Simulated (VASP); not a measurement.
Data:

```xyz
5
Lattice="6.3538 0.0000 0.0000 0.0000 6.3538 0.0000 0.0000 0.0000 6.3538" Properties=species:S:1:pos:R:3 pbc="T T T"
Cs     0.0000     0.0000     0.0000
Pb     3.1769     3.1769     3.1769
I      3.1769     0.0000     3.1769
I      0.0000     3.1769     3.1769
I      3.1769     3.1769     0.0000
```

Calculation: PBE GGA, VASP's PBE PAW potentials (set 64) (plane waves; VASP 6.6.1). Numerical set-up: 400 eV cut-off, 7×7×7 Γ-centred mesh, Gaussian smearing of 0.010 eV, potentials Cs_sv Pb_d I.

**Question.** What does the run give for the energy per atom (σ→0)?

**Answer.** 
The energy per atom (σ→0) is -2812 meV/atom.

Only differences to runs with the same potentials and settings are physical.

The compound is CsPbI3 in the cubic perovskite structure, the ideal cubic form; the compound distorts at low or room temperature. It was relaxed first.
